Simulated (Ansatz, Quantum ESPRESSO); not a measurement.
**AlN (001), wurtzite: biaxial strain and the free axis**

A thin film takes the in-plane lattice of its substrate and is free along the normal. How do the free axis and the stress follow the misfit? The strained cell has c along the film normal; unstrained it is a = 3.1135 Å, b = 3.1135 Å, c = 4.9834 Å, α = 90.00°, β = 90.00°, γ = 120.00°, with 4 atoms.

Calculated with Ansatz 0.2.0, PBEsol, PAW files of the set soft_1, cutoff 600 eV, Fermi–Dirac smearing 0.02 eV, k-mesh 10×10×6, no spin polarisation, no spin-orbit coupling.

Relaxed positions at 0 %:

```csv
atom,x,y,z
Al,0.3333,0.6667,0.0010
Al,0.6667,0.3333,0.5010
N,0.6667,0.3333,0.1190
N,0.3333,0.6667,0.6190
```

| ε∥ (%) | a (Å) | c (Å) | ε⊥ (%) | σ (GPa, tension positive) |
| --- | --- | --- | --- | --- |
| −3 | 3.0201 | 5.0677 | 1.692 | −15.26 |
| −2 | 3.0512 | 5.0407 | 1.150 | −9.78 |
| 0 | 3.1135 | 4.9834 | 0.000 | −0.01 |
| 1 | 3.1446 | 4.9525 | −0.619 | 4.32 |
| 2 | 3.1757 | 4.9192 | −1.288 | 8.28 |
| 3 | 3.2069 | 4.8831 | −2.013 | 11.87 |

**Question.** Fit both responses and give the free strain and the stress at −1 %, a row left out above.

Least squares with y = y0 + y1 ε + y2 ε² (ε in %) gives ε⊥ = 0.006 + (−0.6147) ε + (−0.0185) ε² and σ = −0.01 + (4.519) ε + (−0.187) ε² GPa. The linear terms put the ratio of free to applied strain at −0.615 and the biaxial modulus at 452 GPa.

At −1 % the free strain comes out as 0.602 %. The run itself gives 0.583 %, so the estimate misses by 0.019 %, more than the largest misfit of the fitted rows (0.011 %).

The stress comes out as −4.71 GPa. The run itself gives −4.71 GPa, so the estimate misses by 0.00 GPa, a rounding's worth.

With c as the unique axis, zero normal stress gives ε⊥/ε∥ = −2C13/C33 for relaxed atoms, so 2C13/C33 is about 0.61.

The negative ε² term means that the crystal stiffens in compression and softens in tension.

The same fit over all rows at other levels or in other programs gives the strain ratio = −0.610 with PBEsol (Quantum ESPRESSO, GBRV), −0.605 with PBEsol (Quantum ESPRESSO, PseudoDojo) and −0.615 with LDA (Quantum ESPRESSO, GBRV).

[Logs are printed without paths, hosts, clocks, repeated set-up lines and the standing remarks that a program may print on its own settings, such as how far it seeks lower states.]
